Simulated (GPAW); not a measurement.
Input of a GPAW 26.7.0 run:

run.py

```python
import numpy as np
from ase.dft.bandgap import bandgap
from ase.io import read, write
from ase.units import GPa
from gpaw import GPAW, PW
from gpaw.spinorbit import soc_eigenstates

atoms = read('POSCAR')

calc = GPAW(mode=PW(800),
            xc='M06-L',
            kpts={'size': (7, 7, 4), 'gamma': True},
            occupations={'name': 'fermi-dirac', 'width': 0.05},
            nbands=18,
            convergence={'density': 1e-05, 'energy': 1e-05},
            maxiter=150,
            txt='gpaw.txt')
atoms.calc = calc
energy = atoms.get_potential_energy()
forces = atoms.get_forces()
stress = atoms.get_stress()
calc.write('gs.gpw')
write('result.traj', atoms)
print(f'Energy: {energy:.6f} eV')
print('Forces (eV/A):')
print(forces.round(4))
print('Stress (GPa):', (stress / GPa).round(3))
print('Fermi level:', round(calc.get_fermi_level(), 4), 'eV')
print(f'Gap: {bandgap(calc)[0]:.4f} eV, direct: {bandgap(calc, direct=True)[0]:.4f} eV')

path = atoms.cell.bandpath('GMKGALHA,LM,KH', npoints=60, eps=1e-4)
bs_calc = calc.fixed_density(kpts=path, symmetry='off', nbands=29,
                             convergence={'bands': 'CBM+6.0', 'eigenstates': 1e-6}, txt='bands.txt')
bs = bs_calc.band_structure()
bs.write('bs.json')
print(f'Gap on the path: {bandgap(bs_calc)[0]:.4f} eV')

soc = soc_eigenstates(bs_calc, theta=90, phi=45, ignore_xc_potential=True)
np.savetxt('soc_bands.dat', soc.eigenvalues(), fmt='%.4f')
mesh = soc_eigenstates('gs.gpw', theta=90, phi=45, ignore_xc_potential=True)
np.savetxt('soc_mesh.dat', mesh.eigenvalues(), fmt='%.4f')
print('Fermi level with spin-orbit coupling:', round(mesh.fermi_level, 4), 'eV')
```

The input POSCAR:

```
GaN
1.0
    3.1800000000      0.0000000000      0.0000000000
   -1.5900000000      2.7539607840      0.0000000000
    0.0000000000      0.0000000000      5.1660000000
Ga N
2 2
Direct
    0.6666666667      0.3333333333      0.5000000000
    0.3333333333      0.6666666667      0.0000000000
    0.6666666667      0.3333333333      0.8750000000
    0.3333333333      0.6666666667      0.3750000000
```

Potentials or basis: GPAW PAW data sets (gpaw-data 1.2.1), pw.

Run with:

```console
$ OMP_NUM_THREADS=1 python run.py
```

(1) Estimate the largest force.

(2) Estimate the band gap along the path.

(3) What does it give for the band gap on the k mesh?

(4) What does it give for the pressure?

Answers

(1) 0.192 eV/Å.

(2) 2.14 eV, direct.

(3) 2.14 eV, direct.

(4) 16.6 GPa.

Caveat: spin-orbit coupling was added after a scalar SCF, so levels and gaps hold it while energy, forces, pressure and moments don't; this program's spin-orbit splittings come out too wide for heavy elements; so large a pressure means that the cell lies far from this level's equilibrium, or that cutoff or potentials fall short; the potentials were made for another functional, which shifts forces and pressure.

**Measured values to compare with.**

“Studying electronic properties in GaN without electrical contacts using γ-γ vs e−-γ Perturbed Angular Correlations”, 2019, pmc:6823545 quotes, for a bulk crystal of GaN: band gap 3.503 ± 0.005 eV (direct).

Measured gap of GaN: 3.503 eV (direct; quoted in “Studying electronic properties in GaN without electrical contacts using γ-γ vs e−-γ Perturbed Angular Correlations”, 2019, pmc:6823545). This calculation gives 2.14 eV (-1.37 eV). The value is that of M06-L, without temperature or zero-point motion.
